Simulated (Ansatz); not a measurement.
**TaSi₂ (P6_222), ideal shear of a crystal plane**

Method: Ansatz, DFT PBE, scalar-relativistic, plane waves, PAW. Cutoff 420 eV, Γ-centred 9×9×3 k-points, Gaussian smearing of 0.15 eV. Spin–orbit coupling is left out, which can shift energies with elements as heavy as these. No spin polarisation. Energies are free energies at this smearing, counted from the undisturbed cell; pressure is positive in compression.

Zero of the scan (relaxed at this level; it needn't be the usual structure):

```
CELL_PARAMETERS angstrom
-4.80571 0.00000 0.00000
-2.40285 -4.16186 0.00000
0.00000 0.00000 13.19469
ATOMIC_POSITIONS crystal
Ta 0.50000 0.00000 0.08335
Ta 0.50000 0.00000 0.58335
Ta 0.00000 0.50000 0.25002
Ta 0.00000 0.50000 0.75002
Ta 0.50000 0.50000 0.91668
Ta 0.50000 0.50000 0.41668
Si 0.15892 0.68216 0.08335
Si 0.15892 0.68216 0.58335
Si 0.31784 0.84108 0.25002
Si 0.31784 0.84108 0.75002
Si 0.15892 0.15892 0.91668
Si 0.15892 0.15892 0.41668
Si 0.84108 0.31784 0.08335
Si 0.84108 0.31784 0.58335
Si 0.68216 0.15892 0.25002
Si 0.68216 0.15892 0.75002
Si 0.84108 0.84108 0.91668
Si 0.84108 0.84108 0.41668
```

The cut lies on the cell's a–b face, a (0 0 1) plane (indices in the standard cell, whose axes needn't be the Cartesian ones shown) of area 20.00 Å², between layers 2.20 Å apart. Vector c is tilted by f times 0·a + 1·b (length 4.806 Å) with the atoms' Cartesian places fixed: one unrelaxed fault a cell. The traction is dγ/du, the slope of γ against the slip u in Å. Some rows repeat others by symmetry and weren't run.

```
     f  γ (mJ/m²) traction (GPa)
0.0000          0             0.0
0.1000        415            17.3
0.2000       1596            29.8
0.3000       2830            22.0
0.4000       3990            22.2
0.5000       4582             0.0
0.6000       3990           -22.2
0.7000       2830           -22.0
0.8000       1596           -29.8
0.9000        415           -17.3
```

Question: Read off the first barrier and the stress needed to climb it, and compare with Frenkel's sinusoid.

Answer: The first sampled maximum lies at f = 0.500, a slip of 2.40 Å, with γ ≈ 4582 mJ/m², which stands in for the unstable fault energy γ_us, and the steepest sampled slope before it is 29.8 GPa. A sinusoid γ = γ_us sin²(πu/λ) with its maximum there has λ = 4.81 Å and a largest slope πγ_us/λ = 30.0 GPa (1 mJ/m² per Å = 0.01 GPa).

Question: Is there a metastable fault on this line?

Answer: Apart from points where γ returns to about zero, no local minimum shows among the samples, so at this sampling the line offers no fault for a dislocation to split on; a fault can still lie off the line.

The cut is rigid; relaxing the faces lowers these energies and usually the stresses.

In a metal these slopes depend on the k mesh and the smearing.

Cost: 6 runs of about 9.5 core-minutes in all, on AMD EPYC 7R32 (Zen 2) (shared hosts).